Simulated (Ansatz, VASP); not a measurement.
## One calculation of AgCl, two programs

```
Ag Cl
1.0
     0.00000    2.79152    2.79152
     2.79152    0.00000    2.79152
     2.79152    2.79152    0.00000
Ag Cl
1 1
Direct
  0.50000 0.50000 0.50000
  0.00000 0.00000 0.00000
```

Change from the starting cell: volume scaled by 1.02.

Alike in both runs: task single point; functional PBE; k mesh 9 × 9 × 9; occupations fermi-dirac, width 0.01 eV; no spin polarisation.

```csv
,VASP,Ansatz
version,VASP 6.6.1,Ansatz 0.2.0
potentials or method,"VASP PAW PBE potentials, release 64 (Ag, Cl), cutoff 520 eV","all-electron LAPW, scalar-relativistic"
```

Ansatz gave:

```
gap on the k mesh at the Fermi level (eV) : 0.96
pressure (GPa)                            : 0.7
```

Estimate VASP's values.

gap on the k mesh at the Fermi level (eV): 0.96; pressure (GPa): 0.5.

Ansatz ran all-electron here, so the differences hold the error of VASP's frozen core and of both bases.

Caveats: an odd mesh through Γ misses points on the zone boundary, where band edges often lie.
